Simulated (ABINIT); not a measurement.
CO2:

```
O C
1.0
    -1.97473    1.97473    3.01406
     1.97473   -1.97473    3.01406
     1.97473    1.97473   -3.01406
O C
4 2
Cartesian
  1.3223 0.9874 3.7676
  0.6525 0.9874 0.7535
  2.9621 0.6525 -0.7535
  -0.9874 1.3223 2.2605
  0.0000 0.0000 0.0000
  0.0000 1.9747 1.5070
```

The cell comes from a database or a generator and needn't be the stable form of this composition.

| Item | Value |
| --- | --- |
| Program | ABINIT 10.8.3 (patched build) |
| Task | single point |
| Functional | PBEsol |
| Potentials or basis | PseudoDojo NC SR PBEsol v0.4.1 standard |
| Cutoff | 1143 eV |
| k mesh | 9 × 9 × 9 |
| Occupations | fermi-dirac, width 0.05 eV |
| Spin | no spin polarisation |

On this cell: pressure -6.7 GPa; largest force 0.220 eV/Å; band gap on the k mesh 7.58 eV, indirect (least direct gap 8.06 eV).

The same run follows on a disturbed copy (atoms moved at random, drawn with an rms of 0.05 Å):

```
O C
1.0
    -1.97473    1.97473    3.01406
     1.97473   -1.97473    3.01406
     1.97473    1.97473   -3.01406
O C
4 2
Direct
  0.88054 0.97488 0.58712
  0.37704 0.29369 0.41978
  0.04505 0.62253 0.91223
  0.69713 0.12298 0.09225
  0.01305 0.00567 0.00484
  0.73942 0.25409 0.49068
```

Q: What changes?

A: The energy moves by +42.3 meV/atom; pressure -4.3 GPa; largest force 3.230 eV/Å; band gap on the k mesh 7.19 eV, indirect (least direct gap 7.46 eV).

Forces in eV/Å, atoms in the order of the input:
```
O    0.254  1.433 -1.776
O    0.418 -0.742 -0.686
O    1.427 -0.903  0.962
O   -2.212 -0.561  2.286
C   -0.116 -0.889 -0.975
C    0.228  1.663  0.189
```

Stress tensor (GPa, compression positive):
```
-3.61  2.54  0.42
 2.54 -3.64 -0.47
 0.42 -0.47 -5.72
```

Caveats: an odd mesh through Γ misses points on the zone boundary, where band edges often lie.
